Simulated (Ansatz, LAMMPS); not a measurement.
# Structural relaxation of amorphous SiO2 (84 atoms), part 2 of 4

How does amorphous SiO2 (84 atoms) relax, and what do bonds, charges and levels look like afterwards?

Ansatz 0.2.0; Kohn-Sham DFT, PBE, PAW (set soft_2), plane waves.

The cell: 28 Si and 56 O. The quench rate of 50 K/ps is orders of magnitude faster than experiment. The network of bonds at the start is that of the classical potential that made the cell. Only the Γ point is sampled in the main run, in a cell whose shortest periodic width is 11 Å.

So far. Step 3 (Single point at the start): The r.m.s. force component of 0.69 eV/Å sets the starting point.

## (4) Cell and atoms relaxed

Cell and atoms are freed together, to release stress as well as forces.

input.yaml reads:

```yaml
crystal:
  lattice:
    - [10.8288, 0.0, 0.0]
    - [0.0, 10.8288, 0.0]
    - [0.0, 0.0, 10.8288]
  atoms:
    [... the 84 atom lines of step 3 ...]
kpoints:
  mp_grid: { grid: [1, 1, 1] }
hamiltonian:
  xc: pbe
scf:
  occupations: { method: fermi_dirac, width: 0.025 }
output:
  forces: true
relax:
  f_tol: 0.04
  max_steps: 250
  cell: {}
```

The run is started by

```bash
> ansatz run input.yaml --threads 4 --pin off --max-ram 8192MiB --backend cpu --events-out ev --progress --plain --runs-dir out
```

Numbers of over 12 decimals in the logs are rounded to 6 here.

Output:

```text
[...]
Crystal: 84 atoms, lattice volume = 1269.817 Å³
Basis set: ecut = 420 eV, 24837 PW (Γ), exchange–correlation on 150×150×150 points (8 copies of the dense FFT grid, shifted against one another)
Bands: 308, of which v1, the nominal top of the filled ones, is band 224 counted from 1 (223 counted from 0)
Symmetry: 1 space group operations
[...]
k-points: 1
[...]
SCF iter   1: F=—  HF=-49664.486633 eV  |F-HF|=—  |Δ(HF+E_count)|=         —  Δρ=1.96e-3  dr2=3.59e-2  ethr=1.77e-3  ⟨swp⟩=7.0  Hψ=1544  notcnv=0  defer=49
[...]
SCF iter   8: F=-49664.488270 eV  HF=-49664.488270 eV  |F-HF|=6.59e-8  |Δ(HF+E_count)|=   9.50e-8  Δρ=2.75e-6  dr2=8.12e-8  ethr=2.23e-11  ⟨swp⟩=4.0  Hψ=933  notcnv=0
SCF 1 converged in 8 iterations: F = -49664.488270 eV  dr2 = 8.12e-8
[...]
relax step   1: F+E_penalty+E_count = -49664.48827033 eV  Δ(F+E_penalty+E_count) = +0.000e0 eV  max|allowed force component| = 1.995e0 eV/Å  Δτ_max = 0.0000 Å  P = +2.985 GPa  Ω = 1269.817 Å³  (8 SCF iters, dr2 threshold 1.00e-7 eV, accepted)
[... from here on, the SCF cycles and remarks between the steps are left out ...]
relax step   2: F+E_penalty+E_count = -49666.39511273 eV  Δ(F+E_penalty+E_count) = -1.907e0 eV  max|allowed force component| = 1.442e0 eV/Å  Δτ_max = 0.0629 Å  P = +1.470 GPa  Ω = 1276.661 Å³  energy of the carried Pulay correction = -2.154e-2 eV  (7 SCF iters, dr2 threshold 8.40e-6 eV, accepted)
relax step   3: F+E_penalty+E_count = -49668.65785989 eV  Δ(F+E_penalty+E_count) = -2.263e0 eV  max|allowed force component| = 3.825e-1 eV/Å  Δτ_max = 0.2000 Å  P = +0.693 GPa  Ω = 1245.078 Å³  energy of the carried Pulay correction = +7.885e-2 eV  (7 SCF iters, dr2 threshold 8.40e-6 eV, accepted)
relax step   4: F+E_penalty+E_count = -49669.05308590 eV  Δ(F+E_penalty+E_count) = -3.952e-1 eV  max|allowed force component| = 9.654e-2 eV/Å  Δτ_max = 0.2000 Å  P = -0.049 GPa  Ω = 1226.643 Å³  energy of the carried Pulay correction = +1.386e-1 eV  (7 SCF iters, dr2 threshold 8.40e-6 eV, accepted)
relax step   5: F+E_penalty+E_count = -49669.10327892 eV  Δ(F+E_penalty+E_count) = -5.019e-2 eV  max|allowed force component| = 3.444e-2 eV/Å  Δτ_max = 0.0905 Å  P = +0.010 GPa  Ω = 1223.942 Å³  energy of the carried Pulay correction = +1.475e-1 eV  (7 SCF iters, dr2 threshold 5.83e-7 eV, accepted)
relax step   6: F+E_penalty+E_count = -49669.09709446 eV  Δ(F+E_penalty+E_count) = +6.184e-3 eV  max|allowed force component| = 3.464e-2 eV/Å  Δτ_max = 0.0000 Å  P = -0.041 GPa  Ω = 1223.942 Å³  stress off target by 3.42e-1 GPa  SCF on the basis re-selected at this cell (its energy is not comparable with the rows above)  (7 SCF iters)
relax step   7: F+E_penalty+E_count = -49669.12050553 eV  Δ(F+E_penalty+E_count) = -2.341e-2 eV  max|allowed force component| = 5.913e-2 eV/Å  Δτ_max = 0.0689 Å  P = +0.048 GPa  Ω = 1219.936 Å³  energy of the carried Pulay correction = +1.298e-2 eV  (7 SCF iters, dr2 threshold 2.93e-7 eV, accepted)
relax step   8: F+E_penalty+E_count = -49669.12101477 eV  Δ(F+E_penalty+E_count) = -5.092e-4 eV  max|allowed force component| = 5.499e-3 eV/Å  Δτ_max = 0.0121 Å  P = +0.004 GPa  Ω = 1221.207 Å³  energy of the carried Pulay correction = +8.816e-3 eV  (7 SCF iters, dr2 threshold 2.19e-7 eV, accepted)
relax step   9: F+E_penalty+E_count = -49669.10944594 eV  Δ(F+E_penalty+E_count) = +1.157e-2 eV  max|allowed force component| = 5.345e-3 eV/Å  Δτ_max = 0.0000 Å  P = -0.008 GPa  Ω = 1221.207 Å³  stress off target by 3.89e-2 GPa  SCF on the basis re-selected at this cell (its energy is not comparable with the rows above)  (6 SCF iters)
[...]
SCF converged after 6 iterations
Free energy (F): -49669.109446 eV
[...]
Internal energy: -49669.109446 eV  (E = F + TS)
E sigma→0 (E₀):  -49669.109446 eV
Fermi energy:    3.965169 eV
[...]
--- Forces (eV/Å), atoms counted from 1 ---
  atom   1  Si     0.00158064    -0.00135799    -0.00212621
  atom   2  Si    -0.00519996    -0.00105215     0.00308208
  atom   3  Si     0.00464952    -0.00143487     0.00214642
  atom   4  Si    -0.00118037     0.00037414    -0.00251391
  atom   5  Si    -0.00066663    -0.00104207    -0.00117321
  atom   6  Si     0.00139515    -0.00038111    -0.00151002
  atom   7  Si     0.00224287    -0.00061927     0.00097685
  atom   8  Si     0.00109190     0.00163466     0.00272158
  atom   9  Si    -0.00293897     0.00375602     0.00415584
  atom  10  Si    -0.00276047    -0.00054879    -0.00210421
  atom  11  Si     0.00187957     0.00283249    -0.00407411
  atom  12  Si    -0.00355094    -0.00196388     0.00207643
  atom  13  Si    -0.00065954     0.00126638    -0.00252033
  atom  14  Si    -0.00037011     0.00041742    -0.00085823
[...]
atom  83  O      0.00405926     0.00270757    -0.00113150
  atom  84  O      0.00001284    -0.00148886    -0.00025187
  max |Σ_I F_I| component: 1.64e-5 eV/Å
--- Stress (GPa, compression-positive) ---
       -0.001255       0.023200      -0.023021
        0.023204      -0.021978      -0.006024
       -0.023019      -0.006026       0.000704
  P = ⅓ Tr σ = -0.0075 GPa (-0.075 kbar)
--- Relaxed structure (7 steps of the walk, 7 accepted, 2 SCFs on fresh bases) ---
  F+E_penalty+E_count = -49669.10944594 eV   max|allowed force component| = 5.345e-3 eV/Å   (the final SCF, on the basis selected at the relaxed cell)
  cell:  # Å, volume = 1221.2066 Å³
    - [10.721351, 0.440986, -0.334754]
    - [0.440986, 10.490849, -0.054060]
    - [-0.334754, -0.054060, 10.886891]
  atoms:
    - { symbol: Si, position: [0.750424, 0.269388, 0.620159] }
    - { symbol: Si, position: [0.461281, 0.854849, 0.388848] }
    - { symbol: Si, position: [0.951393, 0.747970, 0.659736] }
    - { symbol: Si, position: [0.274426, 0.013816, 0.188125] }
[...]
- { symbol: O, position: [0.260447, 0.102293, 0.752753] }
```

It took 88 s on 4 threads of Arm Neoverse V1, shared host; peak memory 1.4 GiB.

The steps of the relaxation:

```csv
step,energy less that of the first step (eV),largest force component (eV/Å),pressure (GPa),volume (Å³)
1,0.0000,1.9948,2.98,1269.82
2,-1.9068,1.4422,1.47,1276.66
3,-4.1696,0.3825,0.69,1245.08
4,-4.5648,0.0965,-0.05,1226.64
5,-4.6150,0.0344,0.01,1223.94
6*,-4.6088,0.0346,-0.04,1223.94
7,-4.6322,0.0591,0.05,1219.94
8,-4.6327,0.0055,0.00,1221.21
9*,-4.6212,0.0053,-0.01,1221.21
```

Relaxation steps marked * repeat the geometry before them on a plane-wave basis chosen anew for their cell, so energy and pressure can jump there.

```csv
cell as run,before,after,change
a (Å),10.829,10.736,-0.9 %
b (Å),10.829,10.500,-3.0 %
c (Å),10.829,10.892,+0.6 %
α (°),90.00,90.65,+0.7 %
β (°),90.00,93.56,+4.0 %
γ (°),90.00,85.23,-5.3 %
volume (Å³/atom),15.12,14.54,-3.8 %
```

The atoms that moved most (Å, as changes of fractional coordinates times the final cell):

```csv
atom,dx,dy,dz,length
O69,-0.072,0.452,-0.260,0.526
O36,-0.107,0.421,0.290,0.522
O41,0.376,-0.244,0.130,0.467
O59,0.193,-0.366,0.076,0.421
O60,-0.158,0.340,0.082,0.384
O30,0.257,-0.235,0.140,0.375
O56,-0.126,-0.268,-0.220,0.369
O79,0.170,-0.086,0.313,0.367
```

The relaxation changed the energy by -55.0 meV/atom, and atoms moved by 0.23 Å r.m.s., 0.53 Å at most.

## (5) Structure statistics after relaxation

Bonds before and after, by the cutoffs listed below:

```csv
pair,bonds before,bonds after,mean before (Å),mean after (Å),spread before (Å),spread after (Å)
O-Si,112,112,1.619,1.633,0.028,0.011
```

Density 2.29 g/cm³, 14.54 Å³ an atom.

Pair distribution functions g(r), in bins of 0.2 Å:

```csv
r (Å),total,O-O,O-Si,Si-Si
1.60,5.80,0.00,13.05,0.00
1.80,0.00,0.00,0.00,0.00
2.00,0.00,0.00,0.00,0.00
2.20,0.00,0.00,0.00,0.00
2.40,0.00,0.00,0.00,0.00
2.60,2.38,5.36,0.00,0.00
2.80,1.03,2.15,0.00,0.60
3.00,0.61,0.24,0.14,3.93
3.20,0.66,0.39,0.39,2.80
3.40,0.72,0.67,0.93,0.00
3.60,0.91,0.65,1.36,0.19
3.80,0.94,0.58,1.48,0.25
4.00,1.04,0.54,1.74,0.23
4.20,1.52,1.00,2.13,1.04
4.40,0.89,0.82,0.87,1.21
4.60,0.81,0.96,0.60,1.05
4.80,1.08,1.60,0.55,1.18
5.00,1.23,1.54,0.89,1.34
```

Bonds by pair of elements; cutoffs follow the first minimum of g(r), held within bounds set by covalent radii, and pairs that aren't listed don't count as bonded:

```csv
pair A-B,cutoff (Å),bonds,mean length (Å),spread (Å),shortest (Å),B about A,A about B
O-Si,2.08,112,1.63,0.011,1.61,2,4
```

How many atoms have how many bonded neighbours:

```csv
element,mean,2,4
O,2,56,0
Si,4,0,28
```

Bond angles, per cent of each kind in bins of 5°:

```csv
angle (°),O-Si-O,Si-O-Si
100–105,14.9,0.0
105–110,43.5,0.0
110–115,31.0,0.0
115–120,8.3,1.8
120–125,1.8,5.4
125–130,0.6,5.4
130–135,0.0,17.9
135–140,0.0,21.4
140–145,0.0,10.7
145–150,0.0,5.4
150–155,0.0,10.7
155–160,0.0,10.7
160–165,0.0,1.8
165–170,0.0,1.8
170–175,0.0,3.6
175–180,0.0,3.6
```

Bond angles (no mean is given where the spread exceeds 20°):

```csv
angle,count,mean (°),spread (°)
O-Si-O,168,110,4.6
Si-O-Si,56,144,14.1
```

Oxygen atoms by the number of network formers (Si, P, Ge, B, Al, As, Ga) bound to them:

```csv
network formers bound to O,O atoms,per cent
0,0,0
1,0,0
2,56,100
```

Network units: each former by its oxygen neighbours and how many of them bridge to another former:

```csv
former,O neighbours,bridging O,atoms
Si,4,4,28
```

Rings of the network by King's shortest-path rule, up to 12 atoms, one path for each pair of neighbours; H, halogens, alkali and alkaline-earth atoms are left out, and the last column divides by all other atoms, bonded or not:

```csv
ring size (atoms),rings,per network atom
8,5,0.06
10,12,0.143
12,15,0.179
```

With the cutoffs above, all O atoms have 2 and all Si atoms have 4 bonded neighbours. The O-Si-O angle averages 110° with a spread of 5°. 100 % of the oxygens bridge two formers (Si) and 0 % are non-bridging. The commonest Si unit has 4 oxygens, 4 of them shared with other formers (28 of 28 atoms). Rings of 12 atoms are the most common (47 % of those counted); sizes run from 8 to 12, where the search stops.

(Continued in part 3 of 4.)

[Logs are printed without paths, hosts, clocks, repeated set-up lines and the standing remarks that a program may print on its own settings, such as how far it seeks lower states.]

[Hosts, paths, dates, database ids (printed as entryN), source tags and the programs' standing remarks are cut or masked in the printed files.]
